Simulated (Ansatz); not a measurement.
The calculation used DFT, revPBE, plane waves (420 eV) with PAW, scalar-relativistic (Ansatz 0.2.0). The PAW files were generated under PBE, with cores re-solved for the functional.

An element in the fcc structure gives this curve. The cell is scaled uniformly from the relaxed one, with fractional coordinates and shape fixed. Energies are extrapolated to zero smearing, pressures are those at the given smearing. Magnetic state: spin not included.

| V (Å³/atom) | E − E₀ (meV/atom) | P (GPa) |
| --- | --- | --- |
| 12.823 | 71.2 | 14.30 |
| 13.406 | 29.7 | 8.68 |
| 13.989 | 7.0 | 4.04 |
| 14.572 | -0.1 | 0.25 |
| 15.155 | 5.3 | -2.80 |
| 15.738 | 20.6 | -5.22 |
| 16.320 | 43.7 | -7.12 |

Q: Which element is it?
A. ruthenium
B. platinum
C. molybdenum
D. silicon

A: D. Its fit is V₀ = 14.59 Å³/atom, B₀ = 84 GPa, B₀′ = 4.5.
